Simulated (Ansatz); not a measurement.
Results of PBEsol in Ansatz (PAW) for rutile GeO₂.

A relaxed, unreconstructed slab of the (101) face has 36 atoms, two equal faces of 23.396 Å² each and an energy of -64499.0377 eV. A bulk cell of 12 atoms with the same orientation and in-plane k mesh has -21501.2544 eV. Energies are extrapolated to zero smearing.

Numerical settings: plane-wave cutoff 500 eV, 6×6×1 k mesh (along the axes of the cell as run), gaussian smearing 0.02 eV, scalar-relativistic PAW data made under PBE.

Worked out: γ = (E_slab − N E_bulk per atom)/2A = [-64499.0377 − 36 × (-21501.2544/12)]/(2 × 23.396) = 0.1010 eV/Å². With 16.022 J/m² per eV/Å² this is 1.62 J/m², or 2.36 eV per surface cell and face.

Ansatz is an electronic-structure program.
